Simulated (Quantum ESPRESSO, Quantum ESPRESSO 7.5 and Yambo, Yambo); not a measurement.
## SiC (Moissanite): G0W0 with Yambo, start to end

Wanted: ground state, empty states, screening and self-energy for SiC (Moissanite).

Program: Quantum ESPRESSO 7.5 and Yambo 5.3.0. Level of theory: PBE and many-body steps on it, plane waves. Results are calculated unless marked as measured.

**Experimental background.**

- Gap 3.33 eV: band gap at cryogenic temperature; bulk crystal (literature value) (quoted in “Silicon carbide diodes for neutron detection”, 2020, arxiv:2009.14696).

### Step 1. Set-up

The structure is hexagonal, space group P6_3mc (No. 186). Conventional cell: a = 3.076 Å, b = 3.076 Å, c = 5.048 Å, α = 90.00°, β = 90.00°, γ = 120.00°. Nearest to Si lie 4 C at 1.87 to 1.94 Å. Nearest to C lie 4 Si at 1.87 to 1.94 Å. Farther neighbours are not listed.

The cell and positions come from the Crystallography Open Database and are kept as given unless a step says otherwise.

### Step 2. Ground state

This step: Quantum ESPRESSO 7.5; DFT, PBE, plane waves, norm-conserving pseudopotentials.

The ground-state density comes first.

Input file pw.in:

```
&control
  calculation = 'scf'
  prefix = 'x'
  outdir = 'o'
  pseudo_dir = 'pseudo'
/
&system
  ibrav = 0
  nat = 4
  ntyp = 2
  ecutwfc = 74.0
  nbnd = 14
  force_symmorphic = .true.
/
&electrons
  conv_thr = 1e-10
  electron_maxstep = 80
  mixing_beta = 0.5
/
ATOMIC_SPECIES
  Si 28.085 Si.upf
  C 12.011 C.upf
CELL_PARAMETERS angstrom
  3.0760000000 0.0000000000 0.0000000000
  -1.5380000000 2.6638941420 0.0000000000
  0.0000000000 0.0000000000 5.0480000000
ATOMIC_POSITIONS crystal
  Si 0.3333333333 0.6666666667 0.0000000000
  Si 0.6666666667 0.3333333333 0.5000000000
  C 0.3333333333 0.6666666667 0.3850000000
  C 0.6666666667 0.3333333333 0.8850000000
K_POINTS automatic
  6 6 4 0 0 0
```

On the command line:

```bash
$ OMP_NUM_THREADS=1 mpirun -n 8 pw.x -nk 8 -in pw.in > pw.out
```

The program printed:

```text
Program PWSCF v.7.5 starts

     This program is part of the open-source Quantum ESPRESSO suite
     for quantum simulation of materials; please cite
         "P. Giannozzi et al., J. Phys.:Condens. Matter 21 395502 (2009);
         "P. Giannozzi et al., J. Phys.:Condens. Matter 29 465901 (2017);
         "P. Giannozzi et al., J. Chem. Phys. 152 154105 (2020);
     in publications or presentations arising from this work. More details at
     Message from routine setup:
     using ibrav=0 with symmetry is DISCOURAGED, use correct ibrav instead

     G-vector sticks info

     bravais-lattice index     =            0
     lattice parameter (alat)  =       5.8128  a.u.
     unit-cell volume          =     279.1382 (a.u.)^3
     number of atoms/cell      =            4
     number of atomic types    =            2
     number of electrons       =        16.00
     number of Kohn-Sham states=           14
     kinetic-energy cutoff     =      74.0000  Ry
     charge density cutoff     =     296.0000  Ry
     scf convergence threshold =      1.0E-10
     mixing beta               =       0.5000
     number of iterations used =            8  plain     mixing
     Exchange-correlation= PBE
                           (   1   4   3   4   0   0   0)

     celldm(1)=   5.812798  celldm(2)=   0.000000  celldm(3)=   0.000000
     celldm(4)=   0.000000  celldm(5)=   0.000000  celldm(6)=   0.000000

     crystal axes: (cart. coord. in units of alat)
               a(1) = (   1.000000   0.000000   0.000000 )
               a(2) = (  -0.500000   0.866025   0.000000 )
               a(3) = (   0.000000   0.000000   1.641092 )

     reciprocal axes: (cart. coord. in units 2 pi/alat)
               b(1) = (  1.000000  0.577350 -0.000000 )
               b(2) = (  0.000000  1.154701  0.000000 )
               b(3) = (  0.000000 -0.000000  0.609350 )
     Pseudo is Norm-conserving + core correction, Zval =  4.0
     Generated using ONCVPSP code by D. R. Hamann
     Using radial grid of 1510 points,  6 beta functions with:
     Pseudo is Norm-conserving + core correction, Zval =  4.0
     Generated using ONCVPSP code by D. R. Hamann
     Using radial grid of 1248 points,  4 beta functions with:
     Si                4.00    28.08500     Si( 1.00)
     C                 4.00    12.01100     C ( 1.00)

      6 Sym. Ops. (no inversion) found

   Cartesian axes

     site n.     atom                  positions (alat units)
         1        Si     tau(   1) = (  -0.0000000   0.5773503   0.0000000  )
         2        Si     tau(   2) = (   0.5000000   0.2886751   0.8205462  )
         3        C      tau(   3) = (  -0.0000000   0.5773503   0.6318205  )
         4        C      tau(   4) = (   0.5000000   0.2886751   1.4523667  )

     number of k points=    24
                       cart. coord. in units 2pi/alat
        k(    1) = (   0.0000000   0.0000000   0.0000000), wk =   0.0138889
        k(    2) = (   0.0000000   0.0000000   0.1523376), wk =   0.0277778
        k(    3) = (   0.0000000   0.0000000  -0.3046751), wk =   0.0138889
        k(    4) = (   0.0000000   0.1924501   0.0000000), wk =   0.0833333
        k(    5) = (   0.0000000   0.1924501   0.1523376), wk =   0.0833333
        k(    6) = (   0.0000000   0.1924501  -0.3046751), wk =   0.0833333
        k(    7) = (   0.0000000   0.3849002   0.0000000), wk =   0.0833333
        k(    8) = (   0.0000000   0.3849002   0.1523376), wk =   0.0833333
        k(    9) = (   0.0000000   0.3849002  -0.3046751), wk =   0.0833333
        k(   10) = (   0.0000000  -0.5773503   0.0000000), wk =   0.0416667
     [... 12 further rows ...]
        k(   23) = (   0.0000000  -0.3849002   0.1523376), wk =   0.0833333
        k(   24) = (  -0.1666667  -0.4811252   0.1523376), wk =   0.1666667

     Dense  grid:    23969 G-vectors     FFT dimensions: (  32,  32,  54)

     Initial potential from superposition of free atoms

     starting charge      15.9987, renormalised to      16.0000
     Starting wfcs are   16 randomized atomic wfcs

     per-process dynamical memory:    21.6 Mb

     Self-consistent Calculation

     iteration #  1     ecut=    74.00 Ry     beta= 0.50

     total energy              =     -40.85996350 Ry
     estimated scf accuracy    <       0.88100873 Ry

     iteration #  2     ecut=    74.00 Ry     beta= 0.50

     total energy              =     -41.07134589 Ry
     estimated scf accuracy    <       0.04142851 Ry

     iteration #  3     ecut=    74.00 Ry     beta= 0.50

     total energy              =     -41.07444928 Ry
     estimated scf accuracy    <       0.00699374 Ry

     iteration #  4     ecut=    74.00 Ry     beta= 0.50

     total energy              =     -41.07486745 Ry
     estimated scf accuracy    <       0.00172898 Ry

     iteration #  5     ecut=    74.00 Ry     beta= 0.50

     total energy              =     -41.07530640 Ry
     estimated scf accuracy    <       0.00009421 Ry

     iteration #  6     ecut=    74.00 Ry     beta= 0.50

     total energy              =     -41.07532663 Ry
     estimated scf accuracy    <       0.00000018 Ry

     iteration #  7     ecut=    74.00 Ry     beta= 0.50

     total energy              =     -41.07532719 Ry
     estimated scf accuracy    <       0.00000043 Ry

     iteration #  8     ecut=    74.00 Ry     beta= 0.50

     total energy              =     -41.07532720 Ry
     estimated scf accuracy    <       0.00000006 Ry

     iteration #  9     ecut=    74.00 Ry     beta= 0.50

     total energy              =     -41.07532721 Ry
     estimated scf accuracy    <          2.8E-09 Ry

     iteration # 10     ecut=    74.00 Ry     beta= 0.50

     End of self-consistent calculation

          k = 0.0000 0.0000 0.0000 (  2997 PWs)   bands (ev):

    -5.9300  -2.4275   1.0996   8.2435   8.2435   9.5260   9.5260   9.8010
    14.4205  15.8195  16.3100  16.3100  17.3509  18.5045

          k = 0.0000 0.0000 0.1523 (  2966 PWs)   bands (ev):

    -5.6270  -3.4066   2.5799   8.2285   8.4081   8.4081   9.3116   9.3116
    14.7011  16.4296  16.4296  16.6470  16.9834  17.9139

          k = 0.0000 0.0000-0.3047 (  2978 PWs)   bands (ev):

    -4.7423  -4.7423   5.3411   5.3411   8.8348   8.8348   8.8348   8.8348
    15.5073  15.5073  16.9756  16.9756  16.9756  16.9756

          k = 0.0000 0.1925 0.0000 (  2982 PWs)   bands (ev):

     [... further k-points ...]

     highest occupied, lowest unoccupied level (ev):     9.8010   12.1304

!    total energy              =     -41.07532721 Ry
     estimated scf accuracy    <          7.7E-11 Ry

     The total energy is the sum of the following terms:
     one-electron contribution =      11.08998463 Ry
     hartree contribution      =       4.75017865 Ry
     xc contribution           =     -15.12630128 Ry
     ewald contribution        =     -41.78918921 Ry

     convergence has been achieved in  10 iterations

     XML data file, charge density, pseudopotentials, collected wavefunctions

=------------------------------------------------------------------------------=
   JOB DONE.
=------------------------------------------------------------------------------=
```

Elapsed: 3.6 s, on 8 MPI ranks of Intel Xeon Platinum 8488C (Sapphire Rapids), shared host; peak memory 0.49 GiB; 27 s of CPU time.

This step gave:

* total energy: -558.8583 eV
* gap: 2.329 eV
* k of the valence top: 0, 0, 0
* k of the conduction bottom: 0.3333, 0.3333, 0
* least direct gap: 4.083 eV

The gap is indirect, with the least direct gap 1.75 eV higher.

### Step 3. Bands along the symmetry lines

Levels along a band path, at the cheap level, show where the edges lie and whether the meshes to come will hold them.

Input file pw.in:

```
&control
  calculation = 'bands'
  prefix = 'x'
  outdir = 'o'
  pseudo_dir = 'pseudo'
/
&system
  ibrav = 0
  nat = 4
  ntyp = 2
  ecutwfc = 74.0
  nbnd = 14
  force_symmorphic = .true.
/
&electrons
  conv_thr = 1e-9
  electron_maxstep = 80
  diago_full_acc = .true.
  diago_thr_init = 5e-6
/
ATOMIC_SPECIES
  Si 28.085 Si.upf
  C 12.011 C.upf
CELL_PARAMETERS angstrom
  3.0760000000 0.0000000000 0.0000000000
  -1.5380000000 2.6638941420 0.0000000000
  0.0000000000 0.0000000000 5.0480000000
ATOMIC_POSITIONS crystal
  Si 0.3333333333 0.6666666667 0.0000000000
  Si 0.6666666667 0.3333333333 0.5000000000
  C 0.3333333333 0.6666666667 0.3850000000
  C 0.6666666667 0.3333333333 0.8850000000
K_POINTS crystal
  75
  0.00000000 0.00000000 0.00000000 1
  0.06250000 0.00000000 0.00000000 1
  0.12500000 0.00000000 0.00000000 1
  0.18750000 0.00000000 0.00000000 1
  0.25000000 0.00000000 0.00000000 1
  0.31250000 0.00000000 0.00000000 1
  0.37500000 0.00000000 0.00000000 1
  0.43750000 0.00000000 0.00000000 1
  0.50000000 0.00000000 0.00000000 1
  0.47916667 0.04166667 0.00000000 1
  0.45833333 0.08333333 0.00000000 1
  0.43750000 0.12500000 0.00000000 1
  0.41666666 0.16666666 0.00000000 1
  0.39583333 0.20833333 0.00000000 1
  0.37500000 0.25000000 0.00000000 1
  0.35416666 0.29166666 0.00000000 1
  0.33333333 0.33333333 0.00000000 1
  0.29166666 0.29166666 0.00000000 1
  0.25000000 0.25000000 0.00000000 1
  0.20833333 0.20833333 0.00000000 1
  0.16666666 0.16666666 0.00000000 1
  0.12500000 0.12500000 0.00000000 1
  0.08333333 0.08333333 0.00000000 1
  0.04166667 0.04166667 0.00000000 1
  0.00000000 0.00000000 0.00000000 1
  0.00000000 0.00000000 0.06250000 1
  0.00000000 0.00000000 0.12500000 1
  0.00000000 0.00000000 0.18750000 1
  0.00000000 0.00000000 0.25000000 1
  0.00000000 0.00000000 0.31250000 1
  0.00000000 0.00000000 0.37500000 1
  0.00000000 0.00000000 0.43750000 1
  0.00000000 0.00000000 0.50000000 1
  0.06250000 0.00000000 0.50000000 1
  0.12500000 0.00000000 0.50000000 1
  0.18750000 0.00000000 0.50000000 1
  0.25000000 0.00000000 0.50000000 1
  0.31250000 0.00000000 0.50000000 1
  0.37500000 0.00000000 0.50000000 1
  0.43750000 0.00000000 0.50000000 1
  0.50000000 0.00000000 0.50000000 1
  0.47916667 0.04166667 0.50000000 1
  0.45833333 0.08333333 0.50000000 1
  0.43750000 0.12500000 0.50000000 1
  0.41666666 0.16666666 0.50000000 1
  0.39583333 0.20833333 0.50000000 1
  0.37500000 0.25000000 0.50000000 1
  0.35416666 0.29166666 0.50000000 1
  0.33333333 0.33333333 0.50000000 1
  0.29166666 0.29166666 0.50000000 1
  0.25000000 0.25000000 0.50000000 1
  0.20833333 0.20833333 0.50000000 1
  0.16666666 0.16666666 0.50000000 1
  0.12500000 0.12500000 0.50000000 1
  0.08333333 0.08333333 0.50000000 1
  0.04166667 0.04166667 0.50000000 1
  0.00000000 0.00000000 0.50000000 1
  0.50000000 0.00000000 0.50000000 1
  0.50000000 0.00000000 0.43750000 1
  0.50000000 0.00000000 0.37500000 1
  0.50000000 0.00000000 0.31250000 1
  0.50000000 0.00000000 0.25000000 1
  0.50000000 0.00000000 0.18750000 1
  0.50000000 0.00000000 0.12500000 1
  0.50000000 0.00000000 0.06250000 1
  0.50000000 -0.00000000 0.00000000 1
  0.33333333 0.33333333 0.50000000 1
  0.33333333 0.33333333 0.43750000 1
  0.33333333 0.33333333 0.37500000 1
  0.33333333 0.33333333 0.31250000 1
  0.33333333 0.33333333 0.25000000 1
  0.33333333 0.33333333 0.18750000 1
  0.33333333 0.33333333 0.12500000 1
  0.33333333 0.33333333 0.06250000 1
  0.33333333 0.33333333 0.00000000 1
```

The program printed:

```text
[banner, memory and clock lines left out]
Program PWSCF v.7.5 starts

     Atomic positions and unit cell read from directory:
     o/x.save/

     Message from routine setup:
     using ibrav=0 with symmetry is DISCOURAGED, use correct ibrav instead

     G-vector sticks info

     bravais-lattice index     =            0
     lattice parameter (alat)  =       5.8128  a.u.
     unit-cell volume          =     279.1382 (a.u.)^3
     number of atoms/cell      =            4
     number of atomic types    =            2
     number of electrons       =        16.00
     number of Kohn-Sham states=           14
     kinetic-energy cutoff     =      74.0000  Ry
     charge density cutoff     =     296.0000  Ry
     Exchange-correlation= PBE
                           (   1   4   3   4   0   0   0)

     celldm(1)=   5.812798  celldm(2)=   0.000000  celldm(3)=   0.000000
     celldm(4)=   0.000000  celldm(5)=   0.000000  celldm(6)=   0.000000

     crystal axes: (cart. coord. in units of alat)
               a(1) = (   1.000000   0.000000   0.000000 )
               a(2) = (  -0.500000   0.866025   0.000000 )
               a(3) = (   0.000000   0.000000   1.641092 )

     reciprocal axes: (cart. coord. in units 2 pi/alat)
               b(1) = (  1.000000  0.577350 -0.000000 )
               b(2) = (  0.000000  1.154701  0.000000 )
               b(3) = (  0.000000 -0.000000  0.609350 )
     Pseudo is Norm-conserving + core correction, Zval =  4.0
     Generated using ONCVPSP code by D. R. Hamann
     Using radial grid of 1510 points,  6 beta functions with:
     Pseudo is Norm-conserving + core correction, Zval =  4.0
     Generated using ONCVPSP code by D. R. Hamann
     Using radial grid of 1248 points,  4 beta functions with:
     Si                4.00    28.08500     Si( 1.00)
     C                 4.00    12.01100     C ( 1.00)

      6 Sym. Ops. (no inversion) found

   Cartesian axes

     site n.     atom                  positions (alat units)
         1        Si     tau(   1) = (  -0.0000000   0.5773503   0.0000000  )
         2        Si     tau(   2) = (   0.5000000   0.2886751   0.8205462  )
         3        C      tau(   3) = (  -0.0000000   0.5773503   0.6318205  )
         4        C      tau(   4) = (   0.5000000   0.2886751   1.4523667  )

     number of k points=    75
                       cart. coord. in units 2pi/alat
        k(    1) = (   0.0000000   0.0000000   0.0000000), wk =   0.0266667
        k(    2) = (   0.0625000   0.0360844   0.0000000), wk =   0.0266667
        k(    3) = (   0.1250000   0.0721688   0.0000000), wk =   0.0266667
[...]
[... 63 further rows ...]
        k(   74) = (   0.3333333   0.5773503   0.0380844), wk =   0.0266667
        k(   75) = (   0.3333333   0.5773503   0.0000000), wk =   0.0266667

     Dense  grid:    23969 G-vectors     FFT dimensions: (  32,  32,  54)

     The potential is recalculated from file :
     o/x.save/charge-density

     Starting wfcs are   16 randomized atomic wfcs

     Band Structure Calculation

     End of band structure calculation

          k = 0.0000 0.0000 0.0000 (  2997 PWs)   bands (ev):

    -5.9300  -2.4275   1.0996   8.2435   8.2435   9.5260   9.5260   9.8010
    14.4205  15.8196  16.3100  16.3100  17.3509  18.5045

          k = 0.0625 0.0361 0.0000 (  2985 PWs)   bands (ev):

    -5.8621  -2.3690   1.1629   7.8448   8.1222   9.2656   9.4873   9.7538
    14.6900  15.8383  16.2535  16.4669  17.4765  18.3482

          k = 0.1250 0.0722 0.0000 (  2974 PWs)   bands (ev):

    -5.6593  -2.1961   1.3503   6.8758   7.8162   8.5739   9.3601   9.6031
    14.8380  16.0240  16.4508  16.8803  17.2931  18.4282

[...]
k = 0.3333 0.5774 0.0381 (  2997 PWs)   bands (ev):

    -1.4098  -1.4098   2.8792   3.2116   3.2116   5.6325   5.8673   5.8673
    12.2136  17.7724  18.1065  18.1065  19.3723  19.3723

          k = 0.3333 0.5774 0.0000 (  3012 PWs)   bands (ev):

    -1.4194  -1.4194   2.8614   3.2949   3.2949   5.6809   5.7593   5.7593
    12.1304  17.7853  18.4467  18.4467  19.1816  19.1816

     XML data file, pseudopotentials, collected wavefunctions
```

Wall time 3.5 s (8 MPI ranks); peak memory 0.47 GiB; 26 s of CPU time.

This step gave:

```
gap                        : 2.329 eV
k of the valence top       : 0, 0, 0
k of the conduction bottom : 0.3333, 0.3333, 0
least direct gap           : 4.083 eV
```

The gap is 2.329 eV, as in the run before at this level.

Electronic bands along the path, in eV, zero at the top of the highest filled band; v1 is the highest filled band, c1 the lowest empty one:

```csv
point,v4,v3,v2,v1,c1,c2,c3,c4
Γ,-1.56,-0.28,-0.28,0.00,4.62,6.02,6.51,6.51
halfway,-3.22,-2.75,-0.93,-0.90,3.89,5.73,6.97,7.71
M,-5.44,-3.55,-3.26,-1.49,2.60,4.20,6.75,7.21
halfway,-5.48,-4.79,-3.34,-2.83,3.26,4.96,7.50,8.29
K,-6.51,-4.12,-4.04,-4.04,2.33,7.98,8.65,8.65
halfway,-4.36,-3.07,-1.73,-1.17,5.10,5.66,6.81,6.96
Γ,-1.56,-0.28,-0.28,0.00,4.62,6.02,6.51,6.51
halfway,-1.39,-1.39,-0.49,-0.49,4.90,6.63,6.63,6.85
A,-0.97,-0.97,-0.97,-0.97,5.71,5.71,7.17,7.17
halfway,-3.07,-3.07,-1.96,-1.96,4.36,4.36,7.13,7.13
L,-2.69,-2.69,-2.34,-2.34,3.17,3.17,5.00,5.00
halfway,-4.46,-4.46,-1.95,-1.95,4.12,4.12,6.12,6.12
H,-5.86,-5.86,-1.75,-1.75,4.82,4.82,5.97,5.97
halfway,-3.19,-3.19,-2.64,-2.64,5.03,5.03,7.34,7.34
A,-0.97,-0.97,-0.97,-0.97,5.71,5.71,7.17,7.17
jump to L,-2.69,-2.69,-2.34,-2.34,3.17,3.17,5.00,5.00
halfway,-4.17,-3.32,-2.34,-1.90,2.93,3.18,6.41,6.84
M,-5.44,-3.55,-3.26,-1.49,2.60,4.20,6.75,7.21
jump to H,-5.86,-5.86,-1.75,-1.75,4.82,4.82,5.97,5.97
halfway,-6.66,-4.76,-2.85,-2.85,3.52,6.34,6.34,7.68
K,-6.51,-4.12,-4.04,-4.04,2.33,7.98,8.65,8.65
```

[end of part 1 of 3]

[Paths, hosts, dates, memory and timing lines, banners, echoed tables and standing remarks are left out of the program output.]

[Logs are printed without paths, hosts, clocks, repeated set-up lines and the standing remarks that a program may print on its own settings, such as how far it seeks lower states.]

[Runs of the session that timed out or met a known fault of the program may be left out.]

[Hosts, paths, dates, database ids (printed as entryN), source tags and the programs' standing remarks are cut or masked in the printed files.]
